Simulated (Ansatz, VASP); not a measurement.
## W in VASP and in Ansatz

```
W
1.0
     0.00000    3.00486    3.00486
     3.00486    0.00000    3.00486
     3.00486    3.00486    0.00000
W
2
Direct
  0.12500 0.12500 0.12500
  0.87500 0.87500 0.87500
```

Alike in both runs: task single point; functional revPBE; k mesh 11 × 11 × 11; occupations fermi-dirac, width 0.1 eV; no spin polarisation.

|  | VASP | Ansatz |
| --- | --- | --- |
| version | VASP 6.6.1 | Ansatz 0.2.0 |
| potentials or method | VASP PAW PBE potentials, release 64 (W_sv) | plane waves (420 eV) with PAW, scalar-relativistic |
| plane-wave cutoff (eV) | 520 | 420 |
| valence electrons in the cell | 28 | 28 |

Ansatz gave:

```
pressure (GPa) : -7.7
```

Question: What did VASP give for the same quantities?

Answer: Pressure (GPa): -7.5.

Caveats: the PAW data sets were made with another functional, which shifts forces and pressure a little (VASP). The runs have no spin-orbit coupling, so splittings on W are missing.
